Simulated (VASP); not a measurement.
# Pd (Fmmm) in VASP: a series of runs

The runs below take Pd through single point, with PBE.

All numbers are computed with VASP 6.6.1; they aren't measurements. Logs are shortened: lines on timing, memory, paths and dates and some standing lists are left out, and cuts for length are marked.

### Step 1. The crystal as given

It takes space group Fmmm (No. 69, orthorhombic). The conventional cell has a = 2.760 Å, b = 4.699 Å, c = 9.903 Å, α = 90.00°, β = 90.00°, γ = 90.00°. Pd (site symmetry mm2) has 9 Pd at 2.60 to 2.76 Å as nearest neighbours.

The cell was built by a generator and needn't be a form met in nature.

### Step 2. Single point, PBE

INCAR

```
  PREC = Accurate
  ENCUT = 520
  EDIFF = 1E-7
  ISMEAR = 0
  SIGMA = 0.1
  LREAL = False
  LASPH = True
  NELM = 100
  ALGO = Normal
  ISIF = 2
  LWAVE = False
  LCHARG = False
  GGA = PE
  NBANDS = 17
```

KPOINTS

```
Automatic mesh
0
Gamma
  24 24 24
```

POSCAR

```
Pd
1.0
    0.0000000000      2.3493762079      4.9515208850
    1.3800689156      0.0000000000      4.9515208850
    1.3800689156      2.3493762079      0.0000000000
Pd
2
Direct
    0.8686944325      0.8686944325      0.1313055675
    0.1313055675      0.1313055675      0.8686944325
```

Potentials or basis: VASP PAW PBE potentials, release 64 (Pd).

On the command line:

```bash
cat potpaw_PBE.64/Pd/POTCAR > POTCAR
mpirun -np 1 vasp_std > vasp.out
```

OUTCAR:

```text
PREC = Accurate
   ENCUT = 520
   EDIFF = 1E-7
   ISMEAR = 0
   LREAL = False
   LASPH = True
   NELM = 100
   ISIF = 2
   GGA = PE

 ion  position               nearest neighbor table
   1  0.869  0.869  0.131-   2 2.60   2 2.73   2 2.73   2 3.32   2 3.32
   2  0.131  0.131  0.869-   1 2.60   1 2.73   1 2.73   1 3.32   1 3.32

  LATTYP: Found a face centered orthorhombic cell.
 ALAT       =     2.7601378312
 B/A-ratio  =     1.7023615135
 C/A-ratio  =     3.5878794378

  Lattice vectors:

 A1 = (   0.0000000000,   2.3493762079,   4.9515208850)
 A2 = (   1.3800689156,   0.0000000000,   4.9515208850)
 A3 = (   1.3800689156,   2.3493762079,   0.0000000000)

Analysis of symmetry for initial positions (statically):
=====================================================================
 Subroutine PRICEL returns:
 Original cell was already a primitive cell.

 Routine SETGRP: Setting up the symmetry group for a
 face centered orthorhombic supercell.

 Subroutine GETGRP returns: Found  8 space group operations
 (whereof  8 operations were pure point group operations)
 out of a pool of  8 trial point group operations.

The static configuration has the point symmetry D_2h.

Analysis of symmetry for dynamics (positions and initial velocities):
=====================================================================
 Subroutine PRICEL returns:
 Original cell was already a primitive cell.

 Routine SETGRP: Setting up the symmetry group for a
 face centered orthorhombic supercell.

 Subroutine GETGRP returns: Found  8 space group operations
 (whereof  8 operations were pure point group operations)
 out of a pool of  8 trial point group operations.

The dynamic configuration has the point symmetry D_2h.

 Subroutine INISYM returns: Found  8 space group operations
 (whereof  8 operations are pure point group operations),
 and found     1 'primitive' translations

----------------------------------------------------------------------------------------

                                     Primitive cell

  volume of cell :      32.1086

  direct lattice vectors                    reciprocal lattice vectors
     0.000000000  2.349376208  4.951520885    -0.362300748  0.212822450  0.100979075
     1.380068916  0.000000000  4.951520885     0.362300748 -0.212822450  0.100979075
     1.380068916  2.349376208  0.000000000     0.362300748  0.212822450 -0.100979075

  length of vectors
     5.480613801  5.140247979  2.724730955     0.432148123  0.432148123  0.432148123

  position of ions in fractional coordinates (direct lattice)
     0.868694432  0.868694432  0.131305568
     0.131305568  0.131305568  0.868694432

  ion indices of the primitive-cell ions
   primitive index   ion index
                 1           1
                 2           2

----------------------------------------------------------------------------------------

 KPOINTS: Automatic mesh

Automatic generation of k-mesh.
 Grid dimensions read from file:
 generate k-points for:   24   24   24

 Generating k-lattice:

  Cartesian coordinates                     Fractional coordinates (reciprocal lattice)
    -0.015095864  0.008867602  0.004207461     0.041666667  0.000000000 -0.000000000
     0.015095864 -0.008867602  0.004207461     0.000000000  0.041666667  0.000000000
     0.015095864  0.008867602 -0.004207461    -0.000000000  0.000000000  0.041666667

  Length of vectors
     0.018006172  0.018006172  0.018006172

  Shift w.r.t. Gamma in fractional coordinates (k-lattice)
     0.000000000  0.000000000  0.000000000

 Subroutine IBZKPT returns following result:
 ===========================================

 Found   1963 irreducible k-points:

 Following reciprocal coordinates:
            Coordinates               Weight
  0.000000  0.000000  0.000000      1.000000
  0.041667  0.000000  0.000000      8.000000
  0.083333 -0.000000  0.000000      8.000000
  0.125000 -0.000000 -0.000000      8.000000
  0.166667  0.000000 -0.000000      8.000000
  0.208333  0.000000 -0.000000      8.000000
[... 16 lines left out ...]
  0.416667  0.041667  0.000000      8.000000
  0.458333  0.041667 -0.000000      8.000000
 [... further k-points ...]
   k-points           NKPTS =   1963   k-points in BZ     NKDIM =   1963   number of bands    NBANDS=     17
   number of dos      NEDOS =    301   number of ions     NIONS =      2
   total plane-waves  NPLWV =  33600
   dimension x,y,z NGX =    42 NGY =   40 NGZ =   20
   dimension x,y,z NGXF=    84 NGYF=   80 NGZF=   40
   ions per type =               2
   NGX,Y,Z   is equivalent  to a cutoff of  12.74, 12.94, 12.20 a.u.
   NGXF,Y,Z  is equivalent  to a cutoff of  25.48, 25.87, 24.41 a.u.
 SYSTEM =  unknown system
   PREC   = accura    normal or accurate (medium, high low for compatibility)
   ISTART =      0    job   : 0-new  1-cont  2-samecut
   ICHARG =      2    charge: 1-file 2-atom 10-const
   ISPIN  =      1    spin polarized calculation?
   LNONCOLLINEAR =      F non collinear calculations
   LSORBIT =      F    spin-orbit coupling
   LASPH  =      T    aspherical Exc in radial PAW
   ENCUT  =  520.0 eV  38.22 Ry    6.18 a.u.  10.19  9.56  5.07*2*pi/ulx,y,z
   NELM   =    100;   NELMIN=  2; NELMDL= -5     # of ELM steps
   EDIFF  = 0.1E-06   stopping-criterion for ELM
   LREAL  =      F    real-space projection
   EDIFFG = 0.1E-05   stopping-criterion for IOM
   NSW    =      0    number of steps for IOM
   IBRION =     -1    ionic relax: 0-MD 1-quasi-New 2-CG
   NFREE  =      0    steps in history (QN), initial steepest desc. (CG)
   ISIF   =      2    stress and relaxation
   ISYM   =      2    0-nonsym 1-usesym 2-fastsym
   POTIM  = 0.5000    time-step for ionic-motion
   TEBEG  =    0.0;   TEEND  =   0.0 temperature during run
   PSTRESS=    0.0 pullay stress
   NELECT =      20.0000    total number of electrons
   NUPDOWN=      -1.0000    fix difference up-down
   EMIN   =  10.00;   EMAX   =-10.00  energy-range for DOS
   EFERMI =   0.00;   METHOD = LEGACY
   ISMEAR =     0;   SIGMA  =   0.10  broadening in eV -4-tet -1-fermi 0-gaus
   EFERMI_NEDOS =   21; number of points for ismear=-14 and -15
   IALGO  =     38    algorithm
   IMIX   =      4    mixing-type and parameters
     AMIX     =   0.40;   BMIX     =  1.00
     AMIX_MAG =   1.60;   BMIX_MAG =  1.00
  volume/ion in A,a.u.               =      16.05       108.34
  Fermi-wavevector in a.u.,A,eV,Ry     =   1.398119  2.642062 26.595813  1.954737
  Thomas-Fermi vector in A             =   2.521308
   LORBIT       =      0    0 simple, 1 ext, 2 COOP (PROOUT), +10 PAW based schemes
   GGA     = PE    functional components
   LHFCALC =     F    Hartree Fock is set to
   AEXX    =    0.0000 exact exchange contribution
   IVDW    =     0    specifies the selected vdW correction
   LEPSILON=     F    determine dielectric tensor
   LRPA    =     F    only Hartree local field effects (RPA)
 non-spin polarized calculation
 Gauss-broadening in eV      SIGMA  =   0.10
  energy-cutoff  :      520.00
  volume of cell :       32.11
 maximum number of plane-waves:       886
 NGX is ok and might be reduce to    42
   NGX = 21   NGY = 19   NGZ = 11

 number of electron      20.0000003 magnetization

 Free energy of the ion-electron system (eV)
  ---------------------------------------------------
  ext. energy  EPLUGINS =         0.00000000
  ---------------------------------------------------
  free energy    TOTEN  =       -10.14027239 eV

  energy without entropy =      -10.12201466  energy(sigma->0) =      -10.13114353

 E-fermi :   8.5810     XC(G=0): -12.6184

 val. band max:        8.5809528660   @ k =  -0.1667   0.0833   0.2083
 cond. band min:       8.5811802011   @ k =  -0.4583   0.1250   0.3750
 fundamental gap:      0.0002273351
 Fermi energy:         8.5810247120

 k-point     1 :       0.0000    0.0000    0.0000
  band No.  band energies     occupation
      1       1.9429      2.00000
      2       3.8899      2.00000
      3       4.5168      2.00000
      4       5.9345      2.00000
      5       6.1012      2.00000
      6       6.1367      2.00000
[... 9 lines left out ...]
     16      26.9805      0.00000
     17      31.3382      0.00000

 k-point     2 :       0.0417    0.0000    0.0000
  band No.  band energies     occupation
      1       2.0026      2.00000
      2       3.9369      2.00000
      3       4.5361      2.00000
      4       5.9222      2.00000
      5       6.0824      2.00000
      6       6.1666      2.00000
[... 9 lines left out ...]
     16      26.9669      0.00000
     17      30.6526      0.00000

 k-point     3 :       0.0833   -0.0000    0.0000
  band No.  band energies     occupation
      1       2.1784      2.00000
      2       4.0715      2.00000
      3       4.5926      2.00000
      4       5.8710      2.00000
      5       6.0176      2.00000
      6       6.2694      2.00000
[... 9 lines left out ...]
     16      26.8732      0.00000
     17      29.5004      0.00000

 k-point     4 :       0.1250   -0.0000   -0.0000
  band No.  band energies     occupation
      1       2.4597      2.00000
      2       4.2706      2.00000
      3       4.6818      2.00000
      4       5.7709      2.00000
      5       5.9215      2.00000
      6       6.4101      2.00000
[... 9 lines left out ...]
     16      26.8645      0.00000
     17      28.4429      0.00000

 k-point     5 :       0.1667    0.0000   -0.0000
  band No.  band energies     occupation
      1       2.8242      2.00000
      2       4.4777      2.00000
      3       4.7958      2.00000
      4       5.6519      2.00000
      5       5.7551      2.00000
      6       6.1333      2.00000
[... 9 lines left out ...]
     16      27.1471      0.00000
     17      27.8431      0.00000

 k-point     6 :       0.2083    0.0000   -0.0000
  band No.  band energies     occupation
      1       3.2289      2.00000
      2       4.6014      2.00000
      3       4.8959      2.00000
      4       5.4432      2.00000
      5       5.5957      2.00000
      6       6.1495      2.00000
[... 9 lines left out ...]
     16      27.0772      0.00000
     17      27.6583      0.00000

 k-point     7 :       0.2500   -0.0000   -0.0000
  band No.  band energies     occupation
      1       3.5980      2.00000
      2       4.6047      2.00000
      3       4.8819      2.00000
      4       5.1343      2.00000
      5       5.7091      2.00000
      6       6.4039      2.00000
[... 9 lines left out ...]
     16      26.4368      0.00000
     17      27.7434      0.00000

 k-point     8 :       0.2917    0.0000    0.0000
  band No.  band energies     occupation
      1       3.8361      2.00000
      2       4.5144      2.00000
      3       4.7812      2.00000
      4       4.8991      2.00000
      5       5.9921      2.00000
      6       6.6854      2.00000
[... 9 lines left out ...]
     16      25.7197      0.00000
     17      27.4513      0.00000
[... 203 lines left out ...]
      1       3.2872      2.00000
      2       4.5491      2.00000
      3       4.9445      2.00000
      4       5.3977      2.00000
      5       5.5827      2.00000
      6       6.1754      2.00000
[... 9 lines left out ...]
     16      26.8265      0.00000
     17      27.4613      0.00000

 k-point    20 :       0.2917    0.0417    0.0000
  band No.  band energies     occupation
      1       3.6498      2.00000
      2       4.5719      2.00000
      3       4.8930      2.00000
      4       5.0912      2.00000
      5       5.7210      2.00000
      6       6.4606      2.00000
[... 9 lines left out ...]
     16      26.4185      0.00000
     17      27.3007      0.00000

 k-point    21 :       0.3333    0.0417   -0.0000
  band No.  band energies     occupation
      1       3.8767      2.00000
      2       4.4883      2.00000
      3       4.7511      2.00000
      4       4.8787      2.00000
      5       6.0731      2.00000
      6       6.6960      2.00000
[... 9 lines left out ...]
     16      25.7359      0.00000
     17      27.3453      0.00000

 k-point    22 :       0.3750    0.0417    0.0000
  band No.  band energies     occupation
      1       3.9440      2.00000
      2       4.3211      2.00000
      3       4.6521      2.00000
      4       4.7394      2.00000
      5       6.4952      2.00000
      6       6.8085      2.00000
[... 9 lines left out ...]
     16      25.0741      0.00000
     17      26.6087      0.00000

 k-point    23 :       0.4167    0.0417    0.0000
  band No.  band energies     occupation
      1       3.9171      2.00000
      2       4.1448      2.00000
      3       4.5532      2.00000
      4       4.6834      2.00000
      5       6.7099      2.00000
      6       6.9487      2.00000
[... 9 lines left out ...]
     16      24.4879      0.00000
     17      25.8853      0.00000

 k-point    24 :       0.4583    0.0417   -0.0000
  band No.  band energies     occupation
      1       3.8640      2.00000
      2       4.0083      2.00000
      3       4.4592      2.00000
      4       4.6696      2.00000
      5       6.7957      2.00000
      6       6.9091      2.00000
[... 9 lines left out ...]
     16      24.0047      0.00000
     17      25.2453      0.00000

 [... further k-points ...]

------------------------ aborting loop because EDIFF is reached ----------------------------------------

  FORCE on cell =-STRESS in cart. coord.  units (eV):
  Direction    XX          YY          ZZ          XY          YZ          ZX
  --------------------------------------------------------------------------------------
  -------------------------------------------------------------------------------------
  Total       -0.0435329     -0.0666282     -0.0659175     -0.0000000      0.0000000      0.0000000
  in kB       -2.1722343     -3.3246538     -3.2891925     -0.0000000      0.0000000      0.0000000
  external PRESSURE =      -2.9286935 kB  Pullay stress =       0.0000000 kB

 VOLUME and BASIS-vectors are now :
 -----------------------------------------------------------------------------
  energy-cutoff  :      520.00
  volume of cell :       32.11
      direct lattice vectors                 reciprocal lattice vectors
     0.000000000  2.349376208  4.951520885    -0.362300748  0.212822450  0.100979075
     1.380068916  0.000000000  4.951520885     0.362300748 -0.212822450  0.100979075
     1.380068916  2.349376208  0.000000000     0.362300748  0.212822450 -0.100979075

 POSITION                                       TOTAL-FORCE (eV/Angst)
 -----------------------------------------------------------------------------------
      1.38007      2.34938      8.60272         0.000000      0.000000      0.007368
      1.38007      2.34938      1.30032         0.000000      0.000000     -0.007368
 -----------------------------------------------------------------------------------
    total drift:                               -0.000000     -0.000000      0.000000

  FREE ENERGIE OF THE ION-ELECTRON SYSTEM (eV)
  ---------------------------------------------------
  free  energy   TOTEN  =       -10.1402723893 eV

  energy  without entropy=      -10.1220146628  energy(sigma->0) =      -10.13114353
```

It took 18 min on 1 thread of Intel Xeon Platinum 8488C (Sapphire Rapids), shared host; peak memory 0.92 GiB.

What came out:

```yaml
Free_energy: -10.1403 eV
Pressure: -0.3 GPa
Largest_force: 0.007 eV/Å
Band_gap_on_the_k_mesh: none (metal or under the smearing width)
```

Forces on the atoms (eV/Å):
```
Pd   0.000  0.000  0.007
Pd   0.000  0.000 -0.007
```

(Part 1 of 2 ends here.)
